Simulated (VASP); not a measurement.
# GaSb (F-43m) in VASP: notebook

GaSb is run at these levels: r2SCAN+D4, PBE0, HF, PBE-based screened hybrid; tasks: single point.

Program: VASP 6.6.1. These are calculated values, not measurements. Logs are shortened: lines on timing, memory, paths and dates and some standing lists are left out, and cuts for length are marked.

**What was measured.**

From a printed reference work, data compilation, for a bulk crystal of GaSb at 4.2 K: band gap 0.811 eV (direct).

The results are compared with them further down.

## 1. The cell of the first run

Symmetry: F-43m, No. 216, cubic system. Conventional cell: a = 6.077 Å, b = 6.077 Å, c = 6.077 Å, α = 90.00°, β = 90.00°, γ = 90.00°. Sb (site symmetry -43m) has 4 Ga at 2.63 Å within 3.5 Å. Within 3.5 Å of Ga (site symmetry -43m) lie 4 Sb at 2.63 Å.

## 2. Single point, r2SCAN+D4

The input, POSCAR:

```
GaSb
1.0
    0.0000000000      3.0384691801      3.0384691801
    3.0384691801      0.0000000000      3.0384691801
    3.0384691801      3.0384691801      0.0000000000
Sb Ga
1 1
Direct
    0.7500000000      0.7500000000      0.7500000000
    0.0000000000      0.0000000000      0.0000000000
```

The input, INCAR.step1:

```
  PREC = Accurate
  ENCUT = 520
  ISMEAR = -1
  SIGMA = 0.05
  LREAL = False
  LASPH = True
  NELM = 60
  NBANDS = 16
  GGA = PE
  ALGO = Normal
  EDIFF = 1E-4
  LWAVE = True
  LCHARG = False
```

The input, INCAR.step2:

```
  PREC = Accurate
  ENCUT = 520
  EDIFF = 1E-6
  ISMEAR = -1
  SIGMA = 0.05
  LREAL = False
  LASPH = True
  NELM = 60
  ALGO = Normal
  ISIF = 2
  LWAVE = False
  LCHARG = True
  METAGGA = R2SCAN
  LMIXTAU = True
  IVDW = 13
  VDW_S6 = 1.0
  VDW_S8 = 0.6018749
  VDW_A1 = 0.51559235
  VDW_A2 = 5.77342911
  LELF = True
  LVHAR = True
  NBANDS = 16
  ISTART = 1
```

The input, KPOINTS:

```
Automatic mesh
0
Gamma
  8 8 8
```

Potentials or basis: VASP PAW PBE potentials, release 64 (Sb, Ga_d).

On the command line:

```console
> cat potpaw_PBE.64/Sb/POTCAR potpaw_PBE.64/Ga_d/POTCAR > POTCAR
> cp INCAR.step1 INCAR
> mpirun -np 1 vasp_std > vasp.out
> cp INCAR.step2 INCAR
> mpirun -np 1 vasp_std > vasp.out
```

OUTCAR:

```text
PREC = Accurate
   ENCUT = 520
   EDIFF = 1E-6
   ISMEAR = -1
   LREAL = False
   LASPH = True
   NELM = 60
   ISIF = 2
   METAGGA = R2SCAN
   IVDW = 13
   ISTART = 1

 ion  position               nearest neighbor table
   1  0.750  0.750  0.750-   2 2.63   2 2.63   2 2.63   2 2.63
   2  0.000  0.000  0.000-   1 2.63   1 2.63   1 2.63   1 2.63

  LATTYP: Found a face centered cubic cell.
 ALAT       =     6.0769383602

  Lattice vectors:

 A1 = (   0.0000000000,   3.0384691801,   3.0384691801)
 A2 = (   3.0384691801,   0.0000000000,   3.0384691801)
 A3 = (   3.0384691801,   3.0384691801,   0.0000000000)

Analysis of symmetry for initial positions (statically):
=====================================================================
 Subroutine PRICEL returns:
 Original cell was already a primitive cell.

 Routine SETGRP: Setting up the symmetry group for a
 face centered cubic supercell.

 Subroutine GETGRP returns: Found 24 space group operations
 (whereof 24 operations were pure point group operations)
 out of a pool of 48 trial point group operations.

The static configuration has the point symmetry T_d .

Analysis of symmetry for dynamics (positions and initial velocities):
=====================================================================
 Subroutine PRICEL returns:
 Original cell was already a primitive cell.

 Routine SETGRP: Setting up the symmetry group for a
 face centered cubic supercell.

 Subroutine GETGRP returns: Found 24 space group operations
 (whereof 24 operations were pure point group operations)
 out of a pool of 48 trial point group operations.

The dynamic configuration has the point symmetry T_d .

 Subroutine INISYM returns: Found 24 space group operations
 (whereof 24 operations are pure point group operations),
 and found     1 'primitive' translations

----------------------------------------------------------------------------------------

                                     Primitive cell

  volume of cell :      56.1041

  direct lattice vectors                    reciprocal lattice vectors
     0.000000000  3.038469180  3.038469180    -0.164556548  0.164556548  0.164556548
     3.038469180  0.000000000  3.038469180     0.164556548 -0.164556548  0.164556548
     3.038469180  3.038469180  0.000000000     0.164556548  0.164556548 -0.164556548

  length of vectors
     4.297044323  4.297044323  4.297044323     0.285020302  0.285020302  0.285020302

  position of ions in fractional coordinates (direct lattice)
     0.750000000  0.750000000  0.750000000
[... 77 lines left out ...]
   NELM   =     60;   NELMIN=  2; NELMDL=  0     # of ELM steps
   EDIFF  = 0.1E-05   stopping-criterion for ELM
   LREAL  =      F    real-space projection
   EDIFFG = 0.1E-04   stopping-criterion for IOM
   NSW    =      0    number of steps for IOM
   IBRION =     -1    ionic relax: 0-MD 1-quasi-New 2-CG
   NFREE  =      0    steps in history (QN), initial steepest desc. (CG)
   ISIF   =      2    stress and relaxation
   ISYM   =      2    0-nonsym 1-usesym 2-fastsym
   POTIM  = 0.5000    time-step for ionic-motion
   TEBEG  =    0.0;   TEEND  =   0.0 temperature during run
   PSTRESS=    0.0 pullay stress
   NELECT =      18.0000    total number of electrons
   NUPDOWN=      -1.0000    fix difference up-down
   EMIN   =  10.00;   EMAX   =-10.00  energy-range for DOS
   EFERMI =   0.00;   METHOD = LEGACY
   ISMEAR =    -1;   SIGMA  =   0.05  broadening in eV -4-tet -1-fermi 0-gaus
   EFERMI_NEDOS =   21; number of points for ismear=-14 and -15
   IALGO  =     38    algorithm
   IMIX   =      4    mixing-type and parameters
     AMIX     =   0.40;   BMIX     =  1.00
     AMIX_MAG =   1.60;   BMIX_MAG =  1.00
  volume/ion in A,a.u.               =      28.05       189.30
  Fermi-wavevector in a.u.,A,eV,Ry     =   1.120730  2.117872 17.089391  1.256035
  Thomas-Fermi vector in A             =   2.257378
   LORBIT       =      0    0 simple, 1 ext, 2 COOP (PROOUT), +10 PAW based schemes
   METAGGA = R2SCAN    functional components
   LHFCALC =     F    Hartree Fock is set to
   AEXX    =    0.0000 exact exchange contribution
   IVDW    =    13    specifies the selected vdW correction
   LEPSILON=     F    determine dielectric tensor
   LRPA    =     F    only Hartree local field effects (RPA)
 non-spin polarized calculation
  energy-cutoff  :      520.00
  volume of cell :       56.10
 maximum number of plane-waves:      1540
   NGX = 15   NGY = 15   NGZ = 15

 number of electron      17.9999985 magnetization

 Free energy of the ion-electron system (eV)
  ---------------------------------------------------
  ext. energy  EPLUGINS =         0.00000000
  ---------------------------------------------------
  free energy    TOTEN  =       -37.59258332 eV

  energy without entropy =      -37.59256888  energy(sigma->0) =      -37.59257610

 E-fermi :   5.2195     XC(G=0):  -9.8153

 val. band max:        4.8974862280   @ k =   0.0000   0.0000   0.0000
 cond. band min:       5.5015251379   @ k =   0.0000   0.0000   0.0000
 fundamental gap:      0.6040389098
 Fermi energy:         5.2195360184

 k-point     1 :       0.0000    0.0000    0.0000
  band No.  band energies     occupation
      1     -10.6412      2.00000
      2     -10.6412      2.00000
      3     -10.6411      2.00000
      4     -10.5809      2.00000
      5     -10.5809      2.00000
      6      -7.1828      2.00000
[... 433 lines left out ...]
      3     -10.6214      2.00000
      4     -10.5845      2.00000
      5     -10.5807      2.00000
      6      -5.0188      2.00000
[... 8 lines left out ...]
     15      15.1856      0.00000
     16      15.7853      0.00000

 [... further k-points ...]

------------------------ aborting loop because EDIFF is reached ----------------------------------------

  DFT-D4 for vdW energy calculation

  Edisp (eV):   -0.28919

  FORCE on cell =-STRESS in cart. coord.  units (eV):
  Direction    XX          YY          ZZ          XY          YZ          ZX
  --------------------------------------------------------------------------------------
  -------------------------------------------------------------------------------------
  Total       0.31020     0.31020     0.31020    -0.00000     0.00000     0.00000
  in kB       8.85846     8.85846     8.85846    -0.00000     0.00000     0.00000
  external pressure =        8.86 kB  Pullay stress =        0.00 kB

 VOLUME and BASIS-vectors are now :
 -----------------------------------------------------------------------------
  energy-cutoff  :      520.00
  volume of cell :       56.10
      direct lattice vectors                 reciprocal lattice vectors
     0.000000000  3.038469180  3.038469180    -0.164556548  0.164556548  0.164556548
     3.038469180  0.000000000  3.038469180     0.164556548 -0.164556548  0.164556548
     3.038469180  3.038469180  0.000000000     0.164556548  0.164556548 -0.164556548

 POSITION                                       TOTAL-FORCE (eV/Angst)
 -----------------------------------------------------------------------------------
      4.55770      4.55770      4.55770         0.000000     -0.000000     -0.000000
      0.00000      0.00000      0.00000        -0.000000      0.000000      0.000000
 -----------------------------------------------------------------------------------
    total drift:                                0.000001      0.000001      0.000001

  FREE ENERGIE OF THE ION-ELECTRON SYSTEM (eV)
  ---------------------------------------------------
  free  energy   TOTEN  =       -37.8817686540 eV

  energy  without entropy=      -37.8817542088  energy(sigma->0) =      -37.88176143
```

OUTCAR.step1:

```text
PREC = Accurate
   ENCUT = 520
   ISMEAR = -1
   LREAL = False
   LASPH = True
[... 676 lines left out ...]
      4.55770      4.55770      4.55770        -0.000000     -0.000000      0.000000
      0.00000      0.00000      0.00000         0.000000      0.000000     -0.000000
 -----------------------------------------------------------------------------------
    total drift:                               -0.000002     -0.000002     -0.000002

  FREE ENERGIE OF THE ION-ELECTRON SYSTEM (eV)
  ---------------------------------------------------
  free  energy   TOTEN  =        -7.3248101000 eV

  energy  without entropy=       -7.3245114852  energy(sigma->0) =       -7.32466079
```

Run time: 2.2 min. Hardware: 1 thread of AMD EPYC 7R13, shared host; peak memory 0.17 GiB.

What came out:

| Property | Result |
| --- | --- |
| Free energy | -37.8818 eV |
| Pressure | 0.9 GPa |
| Band gap on the k mesh | 0.60 eV, direct |
| Dispersion energy per atom | -0.145 eV |

Caveat: the PAW data sets were made with another functional, which shifts forces and pressure a little; spin-orbit coupling is left out, which moves the levels of the heavy elements.

[end of part 1 of 2]
